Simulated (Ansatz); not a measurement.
## LiF: relaxation of cell and atoms

Method: DFT, PBE, PAW with Ansatz's default frozen-core files, scalar-relativistic (Ansatz 0.2.0).

Command: `ansatz run input.yaml --threads 1 --pin off --max-ram 2048MiB --backend cpu --events-out ev --progress --plain --runs-dir out` The run took about 14 s on 1 thread of a shared machine.

```yaml
crystal:
  lattice:
    - [0.0, 2.2322827293, 2.2322827293]
    - [2.2322827293, 0.0, 2.2322827293]
    - [2.2322827293, 2.2322827293, 0.0]
  atoms:
    - { symbol: Li, position: [0.0, 0.0, 0.0] }
    - { symbol: F, position: [0.5, 0.5, 0.5] }
kpoints:
  mp_grid: { grid: [14, 14, 14] }
scf:
  occupations: { method: fermi_dirac, width: 0.03 }
hamiltonian:
  xc: pbe
  pseudopotentials: { kind: paw }
output:
  forces: true
  stress: true
relax:
  f_tol: 0.005
  max_steps: 80
  cell: {}
```

The cell is built from the rocksalt type as a first guess.

The cutoff is 420 eV; energies and pressures of the walk include the program's estimate of the Pulay term.

Each frame lists the cell vectors (Å), then Cartesian positions (Å); symmetry keeps all forces zero. Free energies count from the first step, -1015.9451 eV.

The walk took 11 evaluations in all; steps that aren't listed are left out.

Step 1: E = 0.0 meV, P = -10.53 GPa

```
cell 0.0000 2.2323 2.2323 2.2323 0.0000 2.2323 2.2323 2.2323 0.0000
Li    0.0000    0.0000    0.0000
F     2.2323    2.2323    2.2323
```

Step 2:

```
cell 0.0000 2.1471 2.1471 2.1471 0.0000 2.1471 2.1471 2.1471 0.0000
Li    0.0000    0.0000    0.0000
F     2.1471    2.1471    2.1471
```

Step 3: E = -229.6 meV, P = 0.22 GPa

```
cell 0.0000 2.0382 2.0382 2.0382 0.0000 2.0382 2.0382 2.0382 0.0000
Li    0.0000    0.0000    0.0000
F     2.0382    2.0382    2.0382
```

Step 4: E = -229.4 meV, P = -0.06 GPa

```
cell 0.0000 2.0412 2.0412 2.0412 0.0000 2.0412 2.0412 2.0412 0.0000
Li    0.0000    0.0000    0.0000
F     2.0412    2.0412    2.0412
```

Step 5: E = -229.4 meV, P = 0.00 GPa

```
cell 0.0000 2.0406 2.0406 2.0406 0.0000 2.0406 2.0406 2.0406 0.0000
Li    0.0000    0.0000    0.0000
F     2.0406    2.0406    2.0406
```

Step 6: E = -225.4 meV, P = -0.64 GPa (the cell of the step before, solved again on a basis chosen afresh, hence the jump)

(1) Give the energy, pressure of step 2.

(2) How does the relaxation end?

## Answers

(1) E = -146.6 meV, P = -7.28 GPa
```
Li    0.0000    0.0000    0.0000
F     2.1471    2.1471    2.1471
```

(2) It converges, with a = 4.068 Å, b = 4.068 Å, c = 4.068 Å, α = 90.00°, β = 90.00°, γ = 90.00° (conventional cell, space group Fm-3m). The last solve (on a basis chosen afresh for the final cell, so its energy is not quite comparable) gives E = -225.7 meV, P = 0.00 GPa:
```
cell 0.0000 2.0341 2.0341 2.0341 0.0000 2.0341 2.0341 2.0341 0.0000
Li    0.0000    0.0000    0.0000
F     2.0341    2.0341    2.0341
```
